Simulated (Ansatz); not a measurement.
# Could NbC exist in this structure?

Plane-wave DFT in Ansatz with scalar-relativistic PAW potentials. The crystal relaxes under PBE to Fm-3m with a = 4.485 Å, 11.28 Å³/atom. No spin polarisation.

Space group Fm-3m (No. 225). a = 4.485 Å, b = 4.485 Å, c = 4.485 Å, α = 90.00°, β = 90.00°, γ = 90.00°
```csv
atom,site,symmetry,x,y,z
Nb,4a,m-3m,0.0000,0.0000,0.0000
C,4b,m-3m,0.5000,0.0000,0.0000
```

**Question.** Test it against the elements, against displacements at the zone centre and against strain.

**Answer.**
- Energy over the elements: -0.544 eV/atom (PBE, standard states in the same functional, gases uncorrected)
- Optical modes at Γ: all 3 real, at 539 cm⁻¹ (PBEsol, no gap at this level, so no LO-TO term)
- Least eigenvalue of the elastic tensor: 177 GPa (PBEsol, smearing 0.15 eV on a cell relaxed with it; where the run has no gap this value hangs on mesh and smearing)

It passes all three tests. So it is a local minimum against everything tried and bound against the elements. Modes at other wave vectors, other structures and decomposition into other compounds weren't tested here. The modes and the tensor belong to cells relaxed at their own level (11.02 Å³/atom for the tensor), not to the cell shown.